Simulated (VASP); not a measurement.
Wanted: the native input for a VASP 6.6.1 run.

* Task: relaxation of cell and atoms
* Functional: LDA
* Potentials or basis: VASP PAW LDA potentials, release 64 (Ca_sv, B)
* Cutoff: 600 eV
* k mesh: 9 × 9 × 7
* Occupations: fermi-dirac, width 0.05 eV
* Spin: no spin polarisation
* Target pressure: 5 GPa
* Further INCAR settings: ALGO = Normal; EDIFF = 1e-06; IBRION = 2; EDIFFG = -0.005; NSW = 60; ISIF = 3
* Target pressure: 5 GPa

The structure of CaB2 lies in POSCAR:

```
CaB2
1.0
    3.2264302843      0.0000000000      0.0000000000
   -1.6132151421      2.7941705897      0.0000000000
    0.0000000000      0.0000000000      4.0673920000
Ca B
1 2
Direct
    0.0000000000      0.0000000000      0.0000000000
    0.6666666667      0.3333333333      0.5000000000
    0.3333333333      0.6666666667      0.5000000000
```

The cell comes from a database or a generator and needn't be the stable form of this composition.

These files were run (other wordings do the same):

INCAR

```
SYSTEM = CaB2
PREC = Accurate
ENCUT = 600
EDIFF = 1E-6
ISMEAR = -1
SIGMA = 0.05
LREAL = .FALSE.
LASPH = .TRUE.
NELM = 80
ALGO = Normal
ISIF = 3
LWAVE = .FALSE.
LCHARG = .FALSE.
IBRION = 2
NSW = 60
EDIFFG = -0.005
PSTRESS = 50
```

KPOINTS

```
regular mesh
0
G
  9 9 7
  0 0 0
```

Potentials or basis: VASP PAW LDA potentials, release 64 (Ca_sv, B).

Launch:

```console
$ cat potpaw_LDA.64/Ca_sv/POTCAR potpaw_LDA.64/B/POTCAR > POTCAR
$ mpirun -np 1 vasp_std > vasp.out
```

It gave:

```json
{
 "Relaxed volume": "11.19 Å³/atom",
 "Relaxed cell": "a = 3.131 Å, b = 3.131 Å, c = 3.955 Å, α = 90.00°, β = 90.00°, γ = 120.00°",
 "Space group after relaxing (to 0.05 Å)": "P6/mmm (No. 191)",
 "Energy change on relaxing (the enthalpy is what falls)": "-7.6 meV/atom",
 "Ionic steps": "3",
 "Pressure after relaxing": "5.0 GPa",
 "Band gap on the k mesh": "none (metal or under the smearing width)"
}
```

Caveat: the cell is relaxed towards a set pressure, so the enthalpy falls and the energy may rise.

Run time: 70 s on 1 thread of Intel(R) Xeon(R) Platinum 8259CL CPU @ 2.50GHz (Skylake/Cascade Lake), on a shared host, peak memory 0.17 GiB.
